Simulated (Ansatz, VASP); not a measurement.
**One calculation of Si2W, two programs**

```
CELL_PARAMETERS angstrom
-1.60690 1.60690 4.07155
1.60690 -1.60690 4.07155
1.60690 1.60690 -4.07155
ATOMIC_POSITIONS crystal
W 0.00000 0.00000 0.00000
Si 0.66530 0.66530 0.00000
Si 0.33470 0.33470 0.00000
```

Alike in both runs: task single point; functional PBEsol; k mesh 10 × 10 × 10; occupations fermi-dirac, width 0.05 eV; no spin polarisation.

|  | VASP | Ansatz |
| --- | --- | --- |
| version | VASP 6.6.1 | Ansatz 0.2.0 |
| potentials or method | VASP PAW PBE potentials, release 64 (W_sv, Si) | Ansatz PAW |
| plane-wave cutoff (eV) | 520 | 420 |
| valence electrons in the cell | 22 | 22 |

```tsv
	VASP	Ansatz	Ansatz less VASP
gap on the k mesh at the Fermi level (eV)	none	none	-
pressure (GPa)	-10.1	-10.3	-0.28
largest component of the traceless stress (GPa)	9.15	9.10	-0.047
rms of the force components (eV/Å)	0.052	0.055	+0.0028
```

Atom by atom the forces differ by 0.003 eV/Å (rms over components). A gap of «none» marks a metal or a gap that the smearing closes. The functional is the same, so the differences come from potentials, cutoffs and numerics.

Caveats: the PAW data sets were made with another functional, which shifts forces and pressure a little (VASP); the PAW data sets come from PBE, with cores solved anew for the run's functional, which leaves a small shift of forces and pressure (Ansatz). The runs have no spin-orbit coupling, so splittings on W are missing.
